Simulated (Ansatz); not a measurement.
# Rh: the cost of one run

Method: DFT PBE, scalar-relativistic, plane waves, PAW, in Ansatz 0.2.0.

The COD entry's cell or inner coordinates are ideal or old and differ from later refinements, so a difference from it is no clean test against experiment.

2 further runs of the same task are left out: 2 set aside as unsound or not needed.

### 1 Starting point

The structure is cubic, space group Fm-3m (No. 225). Conventional cell: a = 3.830 Å, b = 3.830 Å, c = 3.830 Å, α = 90.00°, β = 90.00°, γ = 90.00°. Rh (site symmetry m-3m) is surrounded by 12 Rh at 2.71 Å.

As a file:

```cif
data_structure
_symmetry_space_group_name_H-M 'P 1'
_symmetry_Int_Tables_number 1
_cell_length_a 2.7082
_cell_length_b 2.7082
_cell_length_c 2.7082
_cell_angle_alpha 60.000
_cell_angle_beta 60.000
_cell_angle_gamma 60.000
_cell_volume 14.05
loop_
_atom_site_label
_atom_site_type_symbol
_atom_site_fract_x
_atom_site_fract_y
_atom_site_fract_z
_atom_site_occupancy
Rh1 Rh 0.00000 0.00000 0.00000 1
```

This cell was relaxed beforehand with the same method: volume 14.05 Å³/atom, gap on the mesh none (metal).

### 2 A bulk reference on a matched mesh

The same crystal, re-cut so that c stands normal to the (221) plane; its mesh matches that of the cells to come, so errors of the mesh cancel.

input.yaml

```yaml
crystal:
  lattice:
    - [2.7082034566, 0.0, 0.0]
    - [0.0, 8.1246103697, 0.0]
    - [0.0, 0.0, 11.4899341738]
  atoms:
    - { symbol: Rh, position: [0.0, 0.0, 0.0] }
    - { symbol: Rh, position: [0.0, 0.4444444444, 0.1111111111] }
    - { symbol: Rh, position: [0.0, 0.8888888889, 0.2222222222] }
    - { symbol: Rh, position: [0.0, 0.2222222222, 0.5555555556] }
    - { symbol: Rh, position: [0.0, 0.6666666667, 0.6666666667] }
    - { symbol: Rh, position: [0.5, 0.1666666667, 0.1666666667] }
    - { symbol: Rh, position: [0.5, 0.6111111111, 0.2777777778] }
    - { symbol: Rh, position: [0.5, 0.3888888889, 0.7222222222] }
    - { symbol: Rh, position: [0.5, 0.8333333333, 0.8333333333] }
    - { symbol: Rh, position: [0.5, 0.7222222222, 0.0555555556] }
    - { symbol: Rh, position: [0.5, 0.0555555556, 0.3888888889] }
    - { symbol: Rh, position: [0.5, 0.5, 0.5] }
    - { symbol: Rh, position: [0.5, 0.9444444444, 0.6111111111] }
    - { symbol: Rh, position: [0.5, 0.2777777778, 0.9444444444] }
    - { symbol: Rh, position: [0.0, 0.3333333333, 0.3333333333] }
    - { symbol: Rh, position: [0.0, 0.7777777778, 0.4444444444] }
    - { symbol: Rh, position: [1.0, 0.1111111111, 0.7777777778] }
    - { symbol: Rh, position: [1.0, 0.5555555556, 0.8888888889] }
basis:
  ecutwfc: 420
kpoints:
  mp_grid: { grid: [12, 4, 4] }
hamiltonian:
  xc: pbe
scf:
  occupations: { method: gaussian, width: 0.1 }
output:
  forces: true
  stress: true
  eigenvalues: true
```

On the command line:

```
$ ansatz run input.yaml --threads 4 --pin off --max-ram 11264MiB --backend cpu --events-out ev --progress --plain --runs-dir out
```

Q: Estimate wall time and peak memory on 4 threads of Intel Xeon at 2.70GHz, shared host.

About 49 s, with a peak of 2.6 GiB.
